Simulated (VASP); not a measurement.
**SrTiO3: structure and properties in VASP**

Aim: relax SrTiO3, then compute properties on the relaxed cell. The steps: relaxing cell and atoms (PBE), second relaxation, single point with fields (PBE), band structure (PBE), density of states (PBE), vibrations at Γ (PBE) and dielectric tensor and Born charges (PBE). The start is a cell from a database of measured crystal structures.

Method: PBE; plane waves and PAW (Sr_sv, Ti_sv, O), in VASP 6.6.1.

## 1. Starting point

Before any relaxation, the start is as follows. The structure is tetragonal, space group I4/mcm (No. 140). Conventional cell: a = 5.511 Å, b = 5.511 Å, c = 7.796 Å, α = 90.00°, β = 90.00°, γ = 90.00°. Sr has 12 O at 2.73 to 2.78 Å nearest. Ti has 6 O at 1.95 Å nearest. Nearest to O lie 2 Ti at 1.95 Å and 4 Sr at 2.76 Å. Nearest to O lie 2 Ti at 1.95 Å and 4 Sr at 2.73 to 2.78 Å. Farther neighbours and most contacts between anions are not listed.

## 2. Relaxing cell and atoms (PBE)

The start need not lie at this functional's minimum. ISIF = 3 frees volume, shape and positions, and EDIFFG sets the threshold on forces and stress at which the search stops. PBE, the usual starting point, adds the gradient of the density.

File INCAR:

```
SYSTEM = SrTiO3
PREC = Accurate
ENCUT = 520
EDIFF = 1E-06
NELM = 100
ISMEAR = 0
SIGMA = 0.05
LREAL = .FALSE.
ALGO = Normal
GGA = PE
NBANDS = 50
LASPH = .TRUE.
LORBIT = 11
LWAVE = .FALSE.
LCHARG = .FALSE.
KPAR = 8
IBRION = 2
NSW = 60
ISIF = 3
EDIFFG = -0.01
```

File POSCAR:

```
SrTiO3
1.0
   -2.7555000000      2.7555000000      3.8980000000
    2.7555000000     -2.7555000000      3.8980000000
    2.7555000000      2.7555000000     -3.8980000000
Sr Ti O
2 2 6
Direct
    0.7500000000      0.2500000000      0.5000000000
    0.2500000000      0.7500000000      0.5000000000
    0.0000000000      0.0000000000      0.0000000000
    0.5000000000      0.5000000000      0.0000000000
    0.2500000000      0.2500000000      0.0000000000
    0.7500000000      0.7500000000      0.0000000000
    0.7451000000      0.2451000000      0.9902000000
    0.2451000000      0.2549000000      0.5000000000
    0.2549000000      0.7549000000      0.0098000000
    0.7549000000      0.7451000000      0.5000000000
```

File KPOINTS:

```
Automatic mesh
0
Gamma
6 6 6
0 0 0
```

PAW data sets: Sr_sv, Ti_sv and O (PBE family, release 64).

On the command line:

```console
$ mpirun -np 8 vasp_std
```

Log:

```text
[banner, memory and clock lines left out]
running    8 mpi-ranks, on    1 nodes
 distrk:  each k-point on    1 cores,    8 groups
 distr:  one band on    1 cores,    1 groups

 POSCAR found type information on POSCAR SrTiO
 POSCAR found :  3 types and      10 ions
|                                                                             |
|           W    W    AA    RRRRR   N    N  II  N    N   GGGG   !!!           |
|           W    W   A  A   R    R  NN   N  II  NN   N  G    G  !!!           |
|           W    W  A    A  R    R  N N  N  II  N N  N  G       !!!           |
|           W WW W  AAAAAA  RRRRR   N  N N  II  N  N N  G  GGG   !            |
|           WW  WW  A    A  R   R   N   NN  II  N   NN  G    G                |
|           W    W  A    A  R    R  N    N  II  N    N   GGGG   !!!           |
|                                                                             |
|     For optimal performance we recommend to set                             |
|       NCORE = 2 up to number-of-cores-per-socket                            |
|     NCORE specifies how many cores store one orbital (NPAR=cpu/NCORE).      |
|     This setting can greatly improve the performance of VASP for DFT.       |
|     The default, NCORE=1 might be grossly inefficient on modern             |
|     multi-core architectures or massively parallel machines. Do your        |
|     Unfortunately you need to use the default for GW and RPA                |
|     calculations (for HF NCORE is supported but not extensively tested      |
|     yet).                                                                   |
|                                                                             |

 LDA part: xc-table for (Slater+PW92), standard interpolation
 POSCAR, INCAR and KPOINTS ok, starting setup
 FFT: planning ... GRIDC
 FFT: planning ... GRID_SOFT
 FFT: planning ... GRID
 WAVECAR not read
 entering main loop
       N       E                     dE             d eps       ncg     rms          rms(c)
DAV:   1     0.100386016155E+04    0.10039E+04   -0.40426E+04  3000   0.176E+03
DAV:   2     0.500203401284E+02   -0.95384E+03   -0.89609E+03  3306   0.511E+02
DAV:   3    -0.932581569063E+02   -0.14328E+03   -0.14107E+03  3966   0.189E+02
DAV:   4    -0.100325722433E+03   -0.70676E+01   -0.70540E+01  4432   0.418E+01
DAV:   5    -0.100646237401E+03   -0.32051E+00   -0.32028E+00  4352   0.702E+00    0.380E+01
DAV:   6    -0.796884833595E+02    0.20958E+02   -0.11157E+02  4338   0.728E+01    0.220E+01
DAV:   7    -0.802311756082E+02   -0.54269E+00   -0.18185E+01  3998   0.239E+01    0.156E+01
DAV:   8    -0.802692187075E+02   -0.38043E-01   -0.30638E+00  4150   0.142E+01    0.384E+00
DAV:   9    -0.801345538827E+02    0.13466E+00   -0.73879E-01  4122   0.703E+00    0.131E+00
DAV:  10    -0.801508312547E+02   -0.16277E-01   -0.28938E-01  3674   0.265E+00    0.126E+00
DAV:  11    -0.801287936974E+02    0.22038E-01   -0.82007E-02  4192   0.211E+00    0.190E-01
DAV:  12    -0.801292525157E+02   -0.45882E-03   -0.86417E-03  4208   0.464E-01    0.114E-01
DAV:  13    -0.801292012576E+02    0.51258E-04   -0.57975E-04  4734   0.202E-01    0.578E-02
DAV:  14    -0.801292839881E+02   -0.82730E-04   -0.28116E-04  3990   0.973E-02    0.532E-02
DAV:  15    -0.801292553088E+02    0.28679E-04   -0.82582E-05  4798   0.709E-02    0.153E-02
DAV:  16    -0.801292561110E+02   -0.80216E-06   -0.28427E-05  3884   0.240E-02    0.563E-03
DAV:  17    -0.801292557917E+02    0.31930E-06   -0.32643E-06  2926   0.150E-02
   1 F= -.80129256E+02 E0= -.80129256E+02  d E =-.801293E+02
 curvature:   0.00 expect dE= 0.000E+00 dE for cont linesearch  0.000E+00
 trial: gam= 0.00000 g(F)=  0.442E-04 g(S)=  0.296E+00 ort = 0.000E+00 (trialstep = 0.100E+01)
 search vector abs. value=  0.297E+00
 bond charge predicted
       N       E                     dE             d eps       ncg     rms          rms(c)
DAV:   1    -0.822452754188E+02   -0.21160E+01   -0.61962E+01  3480   0.590E+01    0.128E+01
DAV:   2    -0.804765865196E+02    0.17687E+01   -0.78744E+00  3848   0.184E+01    0.484E+00
DAV:   3    -0.801421419756E+02    0.33444E+00   -0.21036E+00  3458   0.641E+00    0.286E+00
DAV:   4    -0.801077534818E+02    0.34388E-01   -0.41743E-01  4776   0.364E+00    0.196E+00
DAV:   5    -0.801205255700E+02   -0.12772E-01   -0.55902E-02  4804   0.141E+00    0.153E+00
DAV:   6    -0.801397429292E+02   -0.19217E-01   -0.75553E-02  4720   0.100E+00    0.475E-01
DAV:   7    -0.801396416132E+02    0.10132E-03   -0.16087E-02  3722   0.511E-01    0.222E-01
DAV:   8    -0.801402762863E+02   -0.63467E-03   -0.11733E-03  4732   0.184E-01    0.459E-02
DAV:   9    -0.801403545827E+02   -0.78296E-04   -0.21102E-04  4362   0.643E-02    0.214E-02
DAV:  10    -0.801403574060E+02   -0.28233E-05   -0.44269E-05  5240   0.275E-02    0.754E-03
DAV:  11    -0.801403570541E+02    0.35199E-06   -0.31957E-06  2930   0.101E-02
   2 F= -.80140357E+02 E0= -.80140357E+02  d E =-.111013E-01
[... from here on, the cycles between the ionic steps are left out ...]
   3 F= -.80203734E+02 E0= -.80203734E+02  d E =-.744777E-01
   4 F= -.80203713E+02 E0= -.80203713E+02  d E =-.744568E-01
   5 F= -.80203734E+02 E0= -.80203734E+02  d E =-.218820E-04
   6 F= -.80203789E+02 E0= -.80203789E+02  d E =-.761923E-04
   7 F= -.80203898E+02 E0= -.80203898E+02  d E =-.185514E-03
   8 F= -.80204124E+02 E0= -.80204124E+02  d E =-.411253E-03
   9 F= -.80204593E+02 E0= -.80204593E+02  d E =-.880176E-03
  10 F= -.80205490E+02 E0= -.80205490E+02  d E =-.177740E-02
  11 F= -.80206081E+02 E0= -.80206081E+02  d E =-.236861E-02
  12 F= -.80206089E+02 E0= -.80206089E+02  d E =-.770444E-05
  13 F= -.80206112E+02 E0= -.80206112E+02  d E =-.303628E-04
  14 F= -.80206156E+02 E0= -.80206156E+02  d E =-.747810E-04
  15 F= -.80206243E+02 E0= -.80206243E+02  d E =-.161791E-03
  16 F= -.80206408E+02 E0= -.80206408E+02  d E =-.326571E-03
  17 F= -.80206698E+02 E0= -.80206698E+02  d E =-.616677E-03
  18 F= -.80207091E+02 E0= -.80207091E+02  d E =-.100953E-02
  19 F= -.80206788E+02 E0= -.80206788E+02  d E =-.706807E-03
  20 F= -.80207178E+02 E0= -.80207178E+02  d E =-.109716E-02
  21 F= -.80207710E+02 E0= -.80207710E+02  d E =-.531253E-03
  22 F= -.80208981E+02 E0= -.80208981E+02  d E =-.180254E-02
 curvature:  -0.38 expect dE=-0.693E-03 dE for cont linesearch -0.602E-03
 ZBRENT: increasing intervall
 opt :   1.1854  next Energy=   -80.210106 (dE=-0.293E-02)
 bond charge predicted
       N       E                     dE             d eps       ncg     rms          rms(c)
DAV:   1    -0.802140122551E+02   -0.50317E-02   -0.41763E-01  3260   0.428E+00    0.480E-01
DAV:   2    -0.802119285527E+02    0.20837E-02   -0.17793E-02  3396   0.793E-01    0.284E-01
DAV:   3    -0.802102520869E+02    0.16765E-02   -0.54225E-03  3656   0.518E-01    0.113E-01
DAV:   4    -0.802100974569E+02    0.15463E-03   -0.98810E-04  3728   0.189E-01    0.619E-02
DAV:   5    -0.802100771078E+02    0.20349E-04   -0.39372E-04  3742   0.107E-01    0.207E-02
DAV:   6    -0.802100777363E+02   -0.62848E-06   -0.39990E-05  4014   0.409E-02    0.154E-02
DAV:   7    -0.802100783729E+02   -0.63661E-06   -0.10584E-05  3924   0.228E-02    0.703E-03
DAV:   8    -0.802100784875E+02   -0.11459E-06   -0.14762E-06  1834   0.762E-03
  23 F= -.80210078E+02 E0= -.80210078E+02  d E =-.290016E-02
 curvature:  -0.72 expect dE=-0.446E-04 dE for cont linesearch -0.451E-05
 trial: gam=-0.02111 g(F)=  0.609E-06 g(S)=  0.616E-04 ort = 0.186E-03 (trialstep = 0.332E+00)
 search vector abs. value=  0.568E-04
 reached required accuracy - stopping structural energy minimisation
```

Wall time 4 min (8 MPI ranks of Intel Xeon 6975P-C (Granite Rapids), shared host); peak memory 3.3 GiB.

The logs omit lines about the potential files and the build; timing stands in the text.

Parts of OUTCAR (step 2):

```text
ion  position               nearest neighbor table
   1  0.750  0.250  0.500-   8 2.73   9 2.73  10 2.73   7 2.73   5 2.76   6 2.76   6 2.76   5 2.76
                             7 2.78   9 2.78   8 2.78  10 2.78   4 3.38   3 3.38   4 3.38   4 3.38
   2  0.250  0.750  0.500-   7 2.73   8 2.73  10 2.73   9 2.73   5 2.76   6 2.76   5 2.76   6 2.76
                             9 2.78   8 2.78  10 2.78   7 2.78   4 3.38   3 3.38   4 3.38   3 3.38
   3  0.000  0.000  0.000-   7 1.95   8 1.95   9 1.95  10 1.95   5 1.95   6 1.95   1 3.38   2 3.38
                             1 3.38   1 3.38   2 3.38   2 3.38   1 3.38   2 3.38
   4  0.500  0.500  0.000-   7 1.95   9 1.95  10 1.95   8 1.95   5 1.95   6 1.95   1 3.38   2 3.38
                             2 3.38   1 3.38   2 3.38   1 3.38   2 3.38   1 3.38
   5  0.250  0.250  0.000-   3 1.95   4 1.95   1 2.76   2 2.76   2 2.76   1 2.76
   6  0.750  0.750  0.000-   3 1.95   4 1.95   1 2.76   2 2.76   1 2.76   2 2.76
   7  0.745  0.245  0.990-   3 1.95   4 1.95   2 2.73   1 2.73   1 2.78   2 2.78
   8  0.245  0.255  0.500-   4 1.95   3 1.95   1 2.73   2 2.73   1 2.78   2 2.78
   9  0.255  0.755  0.010-   3 1.95   4 1.95   1 2.73   2 2.73   2 2.78   1 2.78
  10  0.755  0.745  0.500-   3 1.95   4 1.95   1 2.73   2 2.73   1 2.78   2 2.78

  LATTYP: Found a body centered tetragonal cell.
 ALAT       =     5.5110000000
 C/A-ratio  =     1.4146252949

 Subroutine GETGRP returns: Found 16 space group operations
 (whereof  8 operations were pure point group operations)

The static configuration has the point symmetry C_4h.
 The point group associated with its full space group is D_4h.

 Found     30 irreducible k-points:

   k-points           NKPTS =     30   k-points in BZ     NKDIM =     30   number of bands    NBANDS=     50

   dimension x,y,z NGX =    42 NGY =   42 NGZ =   42
   dimension x,y,z NGXF=    84 NGYF=   84 NGZF=   84

   ENCUT  =  520.0 eV  38.22 Ry    6.18 a.u.  10.25 10.25 10.25*2*pi/ulx,y,z

   NELECT =      80.0000    total number of electrons

 k-points in reciprocal lattice and weights: Automatic mesh
   0.00000000  0.00000000  0.00000000       0.005
   0.16666667  0.00000000 -0.00000000       0.037
   0.33333333  0.00000000 -0.00000000       0.037
   0.50000000 -0.00000000  0.00000000       0.019
   0.16666667  0.16666667  0.00000000       0.037
   0.33333333  0.16666667 -0.00000000       0.074
   0.50000000  0.16666667 -0.00000000       0.074
  -0.33333333  0.16666667 -0.00000000       0.074
  -0.16666667  0.16666667  0.00000000       0.019
[...]
-0.33333333 -0.33333333  0.33333333       0.009
   0.50000000  0.50000000  0.50000000       0.005

 average (electrostatic) potential at core
       1 -34.7938       2 -34.7938       3 -76.8216       4 -76.8216       5 -69.7115
       6 -69.7115       7 -69.6972       8 -69.6972       9 -69.6972      10 -69.6972

 E-fermi :   4.1206

 k-point     1 :       0.0000    0.0000    0.0000
  band No.  band energies     occupation
    ...
     36       3.5577      2.00000
     37       3.5577      2.00000
     38       3.7829      2.00000
     39       3.8758      2.00000
     40       3.8758      2.00000
     41       5.7568      0.00000
     42       5.7568      0.00000
     43       5.7668      0.00000
     44       7.8461      0.00000
     45       8.0374      0.00000
    ...

 k-point     2 :       0.1667    0.0000   -0.0000
  band No.  band energies     occupation
    ...
     36       3.3286      2.00000
     37       3.3529      2.00000
     38       3.6773      2.00000
     39       3.7007      2.00000
     40       3.7846      2.00000
     41       6.0044      0.00000
     42       6.0537      0.00000
     43       6.0667      0.00000
     44       7.9439      0.00000
     45       8.0474      0.00000
    ...

 k-point     3 :       0.3333    0.0000   -0.0000
  band No.  band energies     occupation
    ...
     36       3.0464      2.00000
     37       3.0670      2.00000
     38       3.3210      2.00000
     39       3.3601      2.00000
     40       3.5807      2.00000
     41       6.5396      0.00000
     42       6.6198      0.00000
     43       6.6329      0.00000
     44       7.6697      0.00000
     45       7.6970      0.00000
    ...

  Total        0.0398716      0.0398716      0.0979620      0.0000000      0.0000000      0.0000000
  in kB        0.5228395      0.5228395      1.2845836      0.0000000      0.0000000      0.0000000
  external PRESSURE =       0.7767542 kB  Pullay stress =       0.0000000 kB

  energy-cutoff  :      520.00
  volume of cell :      122.18
      direct lattice vectors                 reciprocal lattice vectors
    -2.781603310  2.781603310  3.947804842     0.000000000  0.179752446  0.126652664
     2.781603310 -2.781603310  3.947804842     0.179752446  0.000000000  0.126652664
     2.781603310  2.781603310 -3.947804842     0.179752446  0.179752446  0.000000000

 POSITION                                       TOTAL-FORCE (eV/Angst)
 -----------------------------------------------------------------------------------
      0.00000      2.78160      1.97390         0.000000     -0.000000      0.000000
      2.78160     -0.00000      1.97390         0.000000     -0.000000      0.000000
      2.78160     -2.78160      3.94780         0.000000     -0.000000      0.000000
      0.00000     -0.00000      3.94780        -0.000000     -0.000000      0.000000
      0.00000     -0.00000      1.97390         0.000000     -0.000000      0.000000
      0.00000     -0.00000      5.92171         0.000000     -0.000000      0.000000
      1.27888      4.06048     -0.00000        -0.001256     -0.001256      0.000000
      1.50272      1.27888     -0.00000         0.001256     -0.001256      0.000000
      1.50272     -1.27888      3.94780         0.001256      0.001256     -0.000000
      1.27888      1.50272      3.94780        -0.001256      0.001256     -0.000000
 -----------------------------------------------------------------------------------
    total drift:                               -0.000000     -0.000000      0.000000

  FREE ENERGIE OF THE ION-ELECTRON SYSTEM (eV)
  ---------------------------------------------------
  free  energy   TOTEN  =       -80.2100784875 eV

  energy  without entropy=      -80.2100784875  energy(sigma->0) =      -80.21007849

 reached required accuracy - stopping structural energy minimisation

 total charge
# of ion       s       p       d       tot
------------------------------------------
    1        1.998   5.794   0.198   7.990
    2        1.998   5.794   0.198   7.990
    3        2.222   6.297   1.725  10.243
    4        2.222   6.297   1.725  10.243
    5        1.564   3.478   0.000   5.042
    6        1.564   3.478   0.000   5.042
    7        1.564   3.480   0.000   5.044
    8        1.564   3.480   0.000   5.044
    9        1.564   3.480   0.000   5.044
   10        1.564   3.480   0.000   5.044
--------------------------------------------------
tot         17.825  45.056   3.846  66.727

[... 3 further parts left out ...]
```

The gap is read on the k-mesh alone, so it is an upper bound where the band edges lie off the mesh. The run keeps the 16 symmetry operations of its start, so it cannot find a distortion of lower symmetry.

Relaxation path (22 of 23):

| step | energy less that of the first step (eV) | largest force (eV/Å) | pressure (GPa) | volume (Å³) |
| --- | --- | --- | --- | --- |
| 1 | 0.0000 | 0.0151 | 6.13 | 118.39 |
| 2 | -0.0111 | 0.0058 | -5.05 | 126.31 |
| 3 | -0.0745 | 0.0100 | -0.03 | 122.42 |
| 4 | -0.0745 | 0.0101 | 0.04 | 122.33 |
| 5 | -0.0745 | 0.0102 | 0.08 | 122.33 |
| 6 | -0.0745 | 0.0104 | 0.09 | 122.33 |
| 7 | -0.0746 | 0.0111 | 0.08 | 122.34 |
| 8 | -0.0749 | 0.0119 | 0.07 | 122.34 |
| 9 | -0.0753 | 0.0146 | 0.05 | 122.34 |
| 10 | -0.0762 | 0.0166 | 0.03 | 122.35 |
| 11 | -0.0768 | 0.0091 | -0.05 | 122.36 |
| 13 | -0.0769 | 0.0065 | -0.06 | 122.36 |
| 14 | -0.0769 | 0.0054 | -0.06 | 122.36 |
| 15 | -0.0770 | 0.0057 | -0.06 | 122.36 |
| 16 | -0.0772 | 0.0048 | -0.06 | 122.36 |
| 17 | -0.0774 | 0.0028 | -0.07 | 122.35 |
| 18 | -0.0778 | 0.0023 | -0.10 | 122.34 |
| 19 | -0.0775 | 0.0190 | -0.13 | 122.32 |
| 20 | -0.0779 | 0.0057 | -0.09 | 122.33 |
| 21 | -0.0785 | 0.0056 | -0.08 | 122.32 |
| 22 | -0.0797 | 0.0032 | -0.04 | 122.27 |
| 23 | -0.0808 | 0.0018 | 0.08 | 122.18 |

| conventional cell, symmetrised | before | after | change |
| --- | --- | --- | --- |
| a (Å) | 5.511 | 5.563 | +0.9 % |
| b (Å) | 5.511 | 5.563 | +0.9 % |
| c (Å) | 7.796 | 7.896 | +1.3 % |
| volume (Å³/atom) | 11.84 | 12.22 | +3.2 % |

The atoms that moved most (Å, as changes of fractional coordinates times the final cell):

| atom | dx | dy | dz | length |
| --- | --- | --- | --- | --- |
| O9 | 0.085 | 0.085 | 0.000 | 0.120 |
| O7 | -0.085 | -0.085 | 0.000 | 0.120 |
| O8 | 0.085 | -0.085 | 0.000 | 0.120 |
| O10 | -0.085 | 0.085 | 0.000 | 0.120 |

Final coordinates:

```xyz
10
Lattice="-2.7816 2.7816 3.9478 2.7816 -2.7816 3.9478 2.7816 2.7816 -3.9478" Properties=species:S:1:pos:R:3 pbc="T T T"
Sr    0.0000    2.7816    1.9739
Sr    2.7816    0.0000    1.9739
Ti    0.0000    0.0000    0.0000
Ti    0.0000    0.0000    3.9478
O     0.0000    0.0000    1.9739
O     0.0000    0.0000    5.9217
O     1.2789    4.0605    0.0000
O     1.5027    1.2789    0.0000
O     1.5027   -1.2789    3.9478
O     1.2789    1.5027    3.9478
```

This step gave:

* electrons: 80
* bands: 50
* irreducible k-points: 30
* symmetry operations: 16
* free energy (TOTEN): -80.2101 eV
* Fermi energy: 4.121 eV
* pressure: 0.07768 GPa
* metallic: no
* valence top at k: 0, 0, 0
* conduction bottom at k: 0, 0, 0
* least direct gap at k: 0, 0, 0
* SCF cycles over all ionic steps: 152
* gap on the k-mesh: 1.881 eV
* least direct gap on the k-mesh: 1.881 eV

It ends with a largest force of 0.002 eV/Å and a pressure of 0.08 GPa. The volume lies +3.2 % from that of the database's start.

(Part 1 of 6 ends here.)

[Lines on the potential files, build, host, timing and source positions are cut from VASP's logs without a mark.]

[Logs are printed without paths, hosts, clocks, repeated set-up lines and the standing remarks that a program may print on its own settings, such as how far it seeks lower states.]

[Hosts, paths, dates, database ids (printed as entryN), source tags and the programs' standing remarks are cut or masked in the printed files.]

[A measured line is paired with the nearest computed mode of its activity, which favours agreement.]
